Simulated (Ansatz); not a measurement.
Crystal: Sn.

```xyz
2
Lattice="0.0000 3.2333 3.2333 3.2333 0.0000 3.2333 3.2333 3.2333 0.0000" Properties=species:S:1:pos:R:3 pbc="T T T"
Sn    4.8500    4.8500    4.8500
Sn    3.2333    3.2333    3.2333
```

This isn't the form of Sn at room conditions, which is tetragonal (white tin).

| Item | Value |
| --- | --- |
| Program | Ansatz 0.2.0 |
| Task | relaxation of cell and atoms |
| Functional | RPBE |
| Potentials or basis | Ansatz PAW |
| Cutoff | 420 eV (not typed: the program's choice for these potentials) |
| k mesh | 7 × 7 × 7 |
| Occupations | fermi-dirac, width 0.05 eV |
| Spin | no spin polarisation |

At the start: volume 33.80 Å³/atom.

Task: Where does the relaxation end?

Result: It ends after 5 steps and the volume is 38.19 Å³/atom (+13.0 %); space group Fd-3m (No. 227, to 0.05 Å).

Step by step:
```
step  energy change (eV)  largest force (eV/Å)  volume (Å³)
   1              0.0000                0.0000        67.61
   2             -0.1200                0.0000        78.25
   3             -0.1243                0.0000        76.81
   4             -0.1246                0.0000        76.37
   5             -0.1260                0.0000        76.37
```

Final structure:
```cif
data_structure
_symmetry_space_group_name_H-M 'P 1'
_symmetry_Int_Tables_number 1
_cell_length_a 4.7624
_cell_length_b 4.7624
_cell_length_c 4.7624
_cell_angle_alpha 60.000
_cell_angle_beta 60.000
_cell_angle_gamma 60.000
_cell_volume 76.37
loop_
_atom_site_label
_atom_site_type_symbol
_atom_site_fract_x
_atom_site_fract_y
_atom_site_fract_z
_atom_site_occupancy
Sn1 Sn 0.75000 0.75000 0.75000 1
Sn2 Sn 0.50000 0.50000 0.50000 1
```

Caveat: the plane-wave basis is chosen anew once the cell has moved, so the energies of steps on either side of that aren't comparable; the volume moved by +13 % from the deposited cell, more than functionals usually miss; the PAW data sets come from PBE, with cores solved anew for the run's functional, which leaves a small shift of forces and pressure.
